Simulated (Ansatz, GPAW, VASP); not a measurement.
WC: programs and potentials compared

```
W C
1.0
     2.90650    0.00000    0.00000
    -1.45325    2.51710    0.00000
     0.00000    0.00000    2.83660
W C
1 1
Direct
  0.00000 0.00000 0.00000
  0.66667 0.33333 0.50000
```

Alike in all runs: task single point; functional PBE; k mesh 10 × 10 × 9; occupations gaussian, width 0.014 eV; no spin polarisation; no spin-orbit coupling. Pressure is positive in compression and, in plane waves, holds the error of the finite cutoff.

```tsv
program and potentials	plane-wave cutoff (eV)	notes	pressure (GPa)
VASP, PBE PAW files C, W_sv, 520 eV	520	-	6.73
Ansatz, all-electron LAPW, scalar-relativistic	-	-	5.69
GPAW, GPAW PAW data sets (gpaw-data 1.2.1)	800	-	5.36
```

The pressure spans 5.36 (GPAW, GPAW PAW data sets (gpaw-data 1.2.1)) to 6.73 GPa (VASP, PBE PAW files C, W_sv, 520 eV), with all-electron results at 5.69.

Differences between rows come from potentials, basis sets and numerical settings, since the functional is the same but for its coding. Runs on potential files found faulty are left out.
